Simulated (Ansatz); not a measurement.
Sc: the change of pressure and largest V_zz with volume scale

Results calculated with Ansatz 0.2.0, not measured. Periodic Kohn-Sham DFT of a crystal at fixed atoms, scaled to volume_scale times the given cell; pressure positive in compression, energy less spherical unpolarised free atoms, largest_vzz the field gradient of largest size among the nuclei.

The cell before it is scaled or strained (space group P6_3/mmc, No. 194):
```
CELL_PARAMETERS angstrom
3.30880 0.00000 0.00000
-1.65440 2.86550 0.00000
0.00000 0.00000 5.26800
ATOMIC_POSITIONS crystal
Sc 0.33333 0.66667 0.25000
Sc 0.66667 0.33333 0.75000
```

Settings of every row: method frozen-core PAW; functional PBE; relativity scalar; k mesh 13x13x7; filling fermi-dirac; smearing width 0.03 eV; wave cutoff 420 eV; paw set soft_2.

Atom start moment: 0 on all atoms.

Limits: no gap: field gradients move with the k mesh.

```csv
row,volume scale,V (Å³/atom),pressure (GPa),largest V_zz (1e21 V/m^2)
1,0.95,23.725,2.255,1.011
2,0.975,24.35,0.706,0.945
3,1,24.974,-0.678,0.884
4,1.025,25.598,-1.916,0.822
5,1.05,26.223,?,?
```

Question: what pressure and largest V_zz should row 5 give?

Worked fit of pressure. Take u = (V_r/V)^(2/3) − 1 with V_r = 24.662 Å³ an atom, which is twice the finite (Eulerian) strain; such expansions in the strain, on which the Birch-Murnaghan equation of state is built, carry the rest volume and the bulk modulus. The shown rows have u = 0.02616, 0.00852, -0.00835, -0.02453. Least squares give pressure = −0.0049 + 82.012 × u + 167.22 × u² GPa; a straight line predicts inner rows, each left out in turn, worse (root mean square 0.068 against 2e-05 GPa). All shown rows lie on it to the printed digit. The pressure vanishes at u = 0.0001, or V = 24.66 Å³ an atom, and there the bulk modulus at fixed shape and fractions is B = −V dP/dV = (2/3)(1 + u) dP/du = 54.7 GPa. Letting shape and atoms relax would as a rule lower it, by much in layered, chain or molecular crystals. The withheld row has u = -0.04009, so the fit gives −0.0049 + 82.012 × (-0.04009) + 167.22 × (-0.04009)² = -3.024 GPa.

The calculation gave -3.021 GPa. The fit lies 0.003 GPa (0.057 % of the column's range) below it; its largest miss of a shown row is 0.000 GPa. This row lies beyond the range of the fit.

Worked fit of largest V_zz. Take t = volume scale − 0.99. The shown rows have t = -0.04, -0.015, 0.01, 0.035. Their means are -0.0025 and 0.9155 1e21 V/m^2; the sums about the means are S_tt = 0.003125 and S_ty = -0.00785, whose ratio is the slope. Least squares give largest V_zz = 0.9092 − 2.512 × t 1e21 V/m^2. The rows lie off it by 0.001, -0.002, 0.000, 0.001. The withheld row has t = 0.06, so the fit gives 0.9092 − 2.512 × (0.06) = 0.758 1e21 V/m^2.

The calculation gave 0.76 1e21 V/m^2. The fit lies 0.002 1e21 V/m^2 (0.8 % of the column's range) below it; its largest miss of a shown row is 0.002 1e21 V/m^2. This row lies beyond the range of the fit.
